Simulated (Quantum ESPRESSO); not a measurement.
## AlRu under changes of volume

One of the cells (13.387 Å³/atom); the others are scaled copies at fixed shape and fractional positions:

```
Ru Al
1.0
     2.99160    0.00000    0.00000
     0.00000    2.99160    0.00000
     0.00000    0.00000    2.99160
Ru Al
1 1
Cartesian
  1.4958 1.4958 1.4958
  0.0000 0.0000 0.0000
```

```yaml
Program: Quantum ESPRESSO 7.5
Functional: PBE
Potentials_or_basis: SSSP 1.3 efficiency PBE
Cutoff: 816 eV
Density_cutoff: 5987 eV
k_mesh: 9 × 9 × 9
Occupations: fermi-dirac, width 0.05 eV
Spin: no spin polarisation
```

| volume (Å³/atom) | energy over the lowest point (meV/atom) | pressure (GPa) |
| --- | --- | --- |
| 12.584 | 47.68 | 17.4 |
| 12.851 | 23.30 | 11.8 |
| 13.119 | 7.81 | 6.8 |
| 13.387 | 0.31 | 2.2 |
| 13.655 | 0.00 | -1.8 |
| 13.922 | 6.14 | -5.5 |
| 14.190 | ? | ? |

Q: What does the run at 14.190 Å³/atom give?

A: Energy over the lowest point 18.06 meV/atom; pressure -8.8 GPa.

Worked out: A Birch-Murnaghan fit of order 3 (a polynomial in V^(-2/3)) to the other rows has its minimum at 13.53 Å³/atom with B0 = V·E''(V) = 205 GPa and B' = 4.5. It gives 18.07 meV/atom at 14.190 Å³/atom, against the run's 18.06, and -dE/dV = -8.7 GPa, against -8.8.

Energies are extrapolated to zero smearing.
